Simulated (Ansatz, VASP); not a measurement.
## Ga: VASP beside Ansatz

```
CELL_PARAMETERS angstrom
2.08536 1.20398 1.32371
-2.08536 1.20398 1.32371
0.00000 -2.40796 1.32371
ATOMIC_POSITIONS crystal
Ga 0.50000 0.50000 0.50000
```

Alike in both runs: task relaxation of cell and atoms; functional PBE; k mesh 21 × 21 × 21; occupations gaussian, width 0.1 eV; no spin polarisation.

```csv
,VASP,Ansatz
version,VASP 6.6.1,Ansatz 0.2.0
potentials or method,"VASP PAW PBE potentials, release 64 (Ga_d)","scalar-relativistic, plane waves, PAW"
plane-wave cutoff (eV),600,420
valence electrons in the cell,13,13
```

VASP gave:

* gap on the k mesh at the Fermi level, each at its own relaxed structure (eV): none
* relaxed volume (Å³/atom): 19.93
* relaxed cell length with the largest relative difference (Å): 2.760
* energy change over the relaxation (meV/atom): -1

Task: Estimate Ansatz's values.

Result: gap on the k mesh at the Fermi level, each at its own relaxed structure (eV): none; relaxed volume (Å³/atom): 19.90; relaxed cell length with the largest relative difference (Å): 2.756; energy change over the relaxation (meV/atom): -1.

A gap of «none» marks a metal or a gap that the smearing closes.
